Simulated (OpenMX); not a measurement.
SrO: equation of state with PBE

SrO:

```
CELL_PARAMETERS angstrom
0.00000 2.56630 2.56630
2.56630 0.00000 2.56630
2.56630 2.56630 0.00000
ATOMIC_POSITIONS crystal
Sr 0.50000 0.50000 0.50000
O 0.00000 0.00000 0.00000
```

```yaml
Program: OpenMX 3.8.5
Task: equation of state
Functional: PBE
Potentials_or_basis: OpenMX 2013 PBE set, Sr10.0-s3p2d2, O6.0-s2p2d1, fixed grid of 36 × 36 × 36 points
k_mesh: 9 × 9 × 9
Occupations: fermi-dirac, width 0.05 eV
Spin: no spin polarisation
```

```yaml
Equilibrium_volume: 17.45 Å³/atom
Bulk_modulus: 87 GPa
Pressure_derivative_of_the_bulk_modulus: 4.5
```

Energy against volume, from the lowest point:
| volume (Å³/atom) | energy (meV/atom) |
| --- | --- |
| 15.887 | 44.90 |
| 16.225 | 26.48 |
| 16.563 | 13.26 |
| 16.901 | 4.71 |
| 17.239 | 0.51 |
| 17.577 | 0.00 |
| 17.915 | 2.91 |

Caveat: volumes in these bases differ from converged ones by about 1 %, for some elements by several; the basis of atomic orbitals isn't converged, which shifts pressures, moduli and gaps. Zero-point motion and thermal expansion aren't in these numbers.
